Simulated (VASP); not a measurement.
# Eu: energy and pressure at two fixed cells, by functional

Eu, C2/m (no. 12), 1 atom in the cell.

| Functional | Energy of the cell in POSCAR.step1 less that of the cell in POSCAR.step2 (eV/atom) | Pressure on the cell in POSCAR.step2 (GPa) | Gap of the cell in POSCAR.step2 on the mesh (eV) | Moment (μB/cell) | Time (s) |
|---|---|---|---|---|---|
| LDA, Barth-Hedin spin interpolation | 0.0368 | -4.0 | 0.00 | 7.25 | 467 |
| LDA, Vosko-Wilk-Nusair spin interpolation | 0.0360 | -3.9 | 0.00 | 7.30 | 489 |

Limits: Only a ferromagnetic start was run; another order may lie lower and have another gap.

## Input of the first row

INCAR:
```
SYSTEM = Eu
PREC = Accurate ; ENCUT = 520
EDIFF = 1E-7 ; ISMEAR = 1
SIGMA = 0.1 ; LREAL = .FALSE.
LASPH = .TRUE. ; GGA_COMPAT = .FALSE.
ALGO = Normal ; NELM = 150
ISIF = 2 ; LWAVE = .FALSE.
LCHARG = .FALSE. ; ISPIN = 2
MAGMOM = 7 ; LORBIT = 11
LMAXMIX = 6 ; GGA = CA
VOSKOWN = 0 ; NBANDS = 18
```

KPOINTS:
```
k-points
0
Gamma
  9 9 9
```

POSCAR.step1:
```
Eu
1.0
   -2.3258034632      2.3258034632      2.3258034632
    2.3258034632     -2.3258034632      2.3258034632
    2.3723195325      2.3723195325     -2.3723195325
Eu
1
Direct
    0.0000000000      0.0000000000      0.0000000000
```

POSCAR.step2:
```
Eu
1.0
   -2.3030000000      2.3030000000      2.3030000000
    2.3030000000     -2.3030000000      2.3030000000
    2.3490600000      2.3490600000     -2.3490600000
Eu
1
Direct
    0.0000000000      0.0000000000      0.0000000000
```

Commands (each step's output is kept before the next begins):
```
cat potpaw_PBE.64/Eu/POTCAR > POTCAR
cp POSCAR.step1 POSCAR
mpirun -np 1 vasp_std > vasp.out
rm WAVECAR CHG
cp POSCAR.step2 POSCAR
mpirun -np 1 vasp_std > vasp.out
```

Changes of the last row against the first:
```
(all steps)
- VOSKOWN = 0
+ VOSKOWN = 1
```

VASP 6.6.1 took 467 s on 1 core (AMD EPYC 9R45 (Zen 5)), a shared host.
